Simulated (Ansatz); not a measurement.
## Eigenvalues along a path: GaN (rocksalt type)

```
Ga N
1.0
     0.00000    2.10977    2.10977
     2.10977    0.00000    2.10977
     2.10977    2.10977    0.00000
Ga N
1 1
Cartesian
  0.0000 0.0000 0.0000
  2.1098 2.1098 2.1098
```

The cell comes from a relaxation on PAW files under the same functional, begun from a prototype that needn't be the stable phase.

Level of theory: DFT with PBEsol, scalar-relativistic, in Ansatz 0.2.0; a Γ-centred 17×17×17 k mesh, Fermi–Dirac smearing of 0.05 eV, no spin polarisation. LAPW: all electrons, basis error target 1 meV/atom.

Path points, in fractions of the reciprocal vectors: Γ (0.000, 0.000, 0.000), X (0.500, 0.000, 0.500), U (0.625, 0.250, 0.625), K (0.375, 0.375, 0.750), L (0.500, 0.500, 0.500), W (0.500, 0.250, 0.750). The distance column jumps between branches of the path. Levels in eV from the valence-band top; bands 6 to 16, counted from the lowest band of the run. The gap is 0.54 eV, the pressure 0.10 GPa.

```
# k(1/Å) point b6 b7 b8 b9 b10 b11 b12 b13 b14 b15 b16
0.000 Γ -17.37 -14.05 -14.05 -14.05 -13.95 -13.95 -0.53 -0.53 -0.53 2.28 14.50
0.213 - -17.24 -14.06 -14.04 -14.04 -13.98 -13.94 -1.15 -0.67 -0.67 3.04 13.04
0.425 - -16.86 -14.08 -14.03 -14.00 -14.00 -13.93 -2.22 -1.04 -1.04 4.40 11.07
0.638 - -16.34 -14.12 -13.98 -13.95 -13.95 -13.91 -3.27 -1.56 -1.56 5.07 9.09
0.851 - -15.92 -14.16 -13.89 -13.89 -13.88 -13.60 -4.30 -2.14 -2.14 3.76 8.97
1.064 - -15.77 -14.20 -13.86 -13.83 -13.83 -12.71 -5.42 -2.64 -2.64 2.04 8.23
1.276 - -15.77 -14.23 -13.84 -13.78 -13.78 -11.60 -6.60 -2.98 -2.98 0.91 7.79
1.489 X -15.79 -14.24 -13.84 -13.76 -13.76 -10.97 -7.25 -3.11 -3.11 0.54 7.64
1.564 - -15.78 -14.23 -13.84 -13.76 -13.76 -10.97 -7.23 -3.23 -3.08 0.66 7.69
1.639 - -15.76 -14.23 -13.85 -13.78 -13.76 -10.99 -7.16 -3.56 -3.02 0.96 7.81
1.715 - -15.73 -14.22 -13.87 -13.79 -13.77 -11.02 -7.06 -4.01 -2.92 1.36 8.01
1.790 - -15.68 -14.21 -13.89 -13.81 -13.77 -11.07 -6.91 -4.50 -2.78 1.81 8.26
1.865 - -15.62 -14.19 -13.92 -13.84 -13.78 -11.14 -6.73 -4.98 -2.61 2.26 8.51
1.940 - -15.56 -14.18 -13.95 -13.87 -13.79 -11.25 -6.51 -5.44 -2.40 2.70 8.73
2.016 U -15.48 -14.16 -13.98 -13.90 -13.80 -11.39 -6.26 -5.83 -2.17 3.13 8.88
2.927 K -15.48 -14.16 -13.98 -13.90 -13.80 -11.39 -6.26 -5.83 -2.17 3.13 8.88
3.153 - -15.27 -14.12 -14.06 -13.99 -13.83 -12.06 -6.50 -5.34 -1.37 4.42 8.69
3.379 - -15.17 -14.12 -14.12 -14.05 -13.88 -12.93 -6.36 -4.23 -0.60 5.81 7.90
3.604 - -15.46 -14.13 -14.12 -14.08 -13.93 -13.56 -5.59 -3.07 -0.10 6.74 7.55
3.830 - -16.13 -14.10 -14.09 -14.09 -13.97 -13.81 -4.40 -2.00 -0.01 5.65 9.37
4.056 - -16.78 -14.07 -14.05 -14.03 -14.01 -13.92 -2.93 -1.17 -0.21 4.40 10.94
4.281 - -17.22 -14.06 -14.04 -14.04 -13.97 -13.95 -1.41 -0.69 -0.44 3.08 12.63
4.507 Γ -17.37 -14.05 -14.05 -14.05 -13.95 -13.95 -0.53 -0.53 -0.53 2.28 14.50
4.691 - -17.27 -14.05 -14.04 -14.04 -13.96 -13.96 -1.22 -0.52 -0.52 2.85 12.89
4.875 - -16.97 -14.06 -14.04 -14.04 -13.97 -13.97 -2.56 -0.49 -0.49 3.82 11.16
5.059 - -16.49 -14.08 -14.07 -14.07 -13.94 -13.94 -4.07 -0.43 -0.43 4.62 9.94
5.244 - -15.87 -14.12 -14.12 -14.10 -13.90 -13.90 -5.57 -0.35 -0.35 4.96 9.37
5.428 - -15.17 -14.16 -14.16 -14.12 -13.86 -13.86 -6.93 -0.27 -0.27 4.88 9.30
5.612 - -14.55 -14.20 -14.20 -14.13 -13.83 -13.83 -7.96 -0.21 -0.21 4.70 9.20
5.796 L -14.27 -14.21 -14.21 -14.16 -13.82 -13.82 -8.36 -0.19 -0.19 4.61 9.00
5.947 - -14.51 -14.25 -14.20 -13.99 -13.82 -13.64 -8.30 -0.59 -0.30 4.96 8.04
6.097 - -14.80 -14.22 -14.16 -13.98 -13.82 -13.21 -8.11 -1.52 -0.65 5.72 6.95
6.248 - -15.03 -14.19 -14.11 -13.99 -13.82 -12.72 -7.79 -2.61 -1.25 6.11 6.58
6.398 - -15.22 -14.15 -14.05 -14.01 -13.81 -12.20 -7.34 -3.67 -2.08 5.56 7.44
6.548 - -15.35 -14.11 -14.03 -14.02 -13.79 -11.71 -6.74 -4.58 -3.05 5.27 8.30
6.699 - -15.43 -14.07 -14.04 -14.02 -13.77 -11.34 -6.02 -5.21 -4.03 5.15 9.16
6.849 W -15.45 -14.04 -14.04 -14.03 -13.76 -11.20 -5.44 -5.44 -4.70 5.11 9.84
6.956 - -15.47 -14.09 -14.02 -13.99 -13.76 -11.18 -5.87 -4.99 -4.65 4.79 9.79
7.062 - -15.53 -14.14 -13.98 -13.94 -13.76 -11.15 -6.26 -4.54 -4.50 4.03 9.30
7.168 - -15.60 -14.17 -13.94 -13.88 -13.76 -11.11 -6.60 -4.25 -4.10 3.11 8.81
7.275 - -15.67 -14.20 -13.90 -13.83 -13.76 -11.05 -6.87 -3.92 -3.70 2.19 8.35
7.381 - -15.73 -14.22 -13.87 -13.79 -13.76 -11.01 -7.08 -3.56 -3.39 1.37 7.98
7.487 - -15.78 -14.23 -13.84 -13.77 -13.76 -10.98 -7.20 -3.24 -3.18 0.77 7.73
7.594 X -15.79 -14.24 -13.84 -13.76 -13.76 -10.97 -7.25 -3.11 -3.11 0.54 7.64
```
